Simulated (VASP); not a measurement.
Here is a VASP 6.6.1 calculation.

Contents of INCAR:

```
PREC = Accurate
ENCUT = 600
EDIFF = 1E-7
ISMEAR = 0
SIGMA = 0.03
LREAL = False
LASPH = True
NELM = 80
ALGO = Normal
ISIF = 3
LWAVE = False
LCHARG = False
METAGGA = R2SCAN
LMIXTAU = True
IBRION = 2
NSW = 90
EDIFFG = -0.005
```

File KPOINTS:

```
regular mesh
0
Gamma
  8 8 8
```

POSCAR

```
CdSe                                    
1.0
    0.0000000000      3.0702711986      3.0702711986
    3.0702711986      0.0000000000      3.0702711986
    3.0702711986      3.0702711986      0.0000000000
  Cd              Se            
     1     1
Direct
     0.0000000000000000    0.0000000000000000    0.0000000000000000
     0.7500000000000000    0.7500000000000000    0.7500000000000000
```

Potentials or basis: VASP PAW PBE potentials, release 64 (Cd, Se).

Launch:

```bash
$ cat potpaw_PBE.64/Cd/POTCAR potpaw_PBE.64/Se/POTCAR > POTCAR
$ mpirun -np 1 vasp_std > vasp.out
```

What does it give for the band gap on the k mesh?

1.02 eV, direct.

Final structure:
```
CELL_PARAMETERS angstrom
0.00000 3.07027 3.07027
3.07027 0.00000 3.07027
3.07027 3.07027 0.00000
ATOMIC_POSITIONS crystal
Cd 0.00000 0.00000 0.00000
Se 0.75000 0.75000 0.75000
```

Caveat: the relaxation stopped at its first step, so nothing moved; the PAW data sets were made with another functional, which shifts forces and pressure a little. r2SCAN opens gaps a little over a GGA but as a rule still falls short of measured ones.
